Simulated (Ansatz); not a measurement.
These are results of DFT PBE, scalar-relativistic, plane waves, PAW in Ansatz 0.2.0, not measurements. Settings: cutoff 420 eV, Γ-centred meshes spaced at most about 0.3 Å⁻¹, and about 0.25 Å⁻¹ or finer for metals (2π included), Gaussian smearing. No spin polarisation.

These are static total energies at zero pressure.

Problem. Order these relaxed structures of Sb3S5 by energy, lowest first, with the energy over the lowest of them.
A.

```
CELL_PARAMETERS angstrom
-3.66998 3.66998 6.34147
3.66998 -3.66998 6.34147
3.66998 3.66998 -6.34147
ATOMIC_POSITIONS crystal
Sb 0.32894 0.82894 0.15789
Sb 0.17106 0.32894 0.50000
Sb 0.67106 0.17106 0.84211
Sb 0.82894 0.67106 0.50000
Sb 0.75000 0.75000 0.00000
Sb 0.25000 0.25000 0.00000
S 0.31270 0.81270 0.82850
S 0.01580 0.51580 0.82850
S 0.48420 0.31270 0.50000
S 0.18730 0.01580 0.50000
S 0.98420 0.48420 0.17150
S 0.68730 0.18730 0.17150
S 0.50000 0.50000 0.00000
S 0.81270 0.98420 0.50000
S 0.51580 0.68730 0.50000
S 0.00000 0.00000 0.00000
```

B.

```
CELL_PARAMETERS angstrom
6.61163 0.00000 0.00000
0.00000 6.61163 0.00000
0.00000 0.00000 5.78951
ATOMIC_POSITIONS crystal
Sb 0.50000 0.50000 0.99569
Sb 0.50000 0.00000 0.66274
Sb 0.00000 0.50000 0.66274
S 0.76450 0.76450 0.88121
S 0.23550 0.23550 0.88121
S 0.23550 0.76450 0.88121
S 0.76450 0.23550 0.88121
S 0.50000 0.50000 0.39969
```

C.

```
CELL_PARAMETERS angstrom
3.86218 0.00000 0.00000
-1.93109 3.34475 0.00000
0.00000 0.00000 17.15331
ATOMIC_POSITIONS crystal
Sb 0.00000 0.00000 0.50000
Sb 0.33333 0.66667 0.10782
Sb 0.66667 0.33333 0.89218
S 0.66667 0.33333 0.58719
S 0.33333 0.66667 0.41281
S 0.66667 0.33333 0.19305
S 0.33333 0.66667 0.80695
S 0.00000 0.00000 0.00000
```

Solution. C (0 meV/atom), B (135 meV/atom), A (156 meV/atom). Forms: C P-3m1; B P4mm; A I4/mcm. Counting S atoms around Sb (those within 1.25 times the shortest such distance or 1.15 times the sum of covalent radii; a plus sign parts nearer from farther groups; the shortest distance is added where it is long for a bond; a slash parts the counts of unlike sites): C has Sb 6; B has Sb 4/1+4; A has Sb 4+4/10 from 3.0 Å. All come from invented guesses.

For metals, differences of a few meV/atom aren't resolved. Weakly bound directions are ill-defined at this level, which has no dispersion term (P-3m1, P4mm), and this can change margins and order among such cells. Spin–orbit coupling, which can matter for Sb, is left out. In P-3m1, P4mm an odd number of electrons in the primitive cell allows no gap without spin; a larger cell or a magnetic state could open one. Cells relaxed within their symmetry can be saddle points. Some types were kept out of the candidates beforehand, so the set may lack a known form.
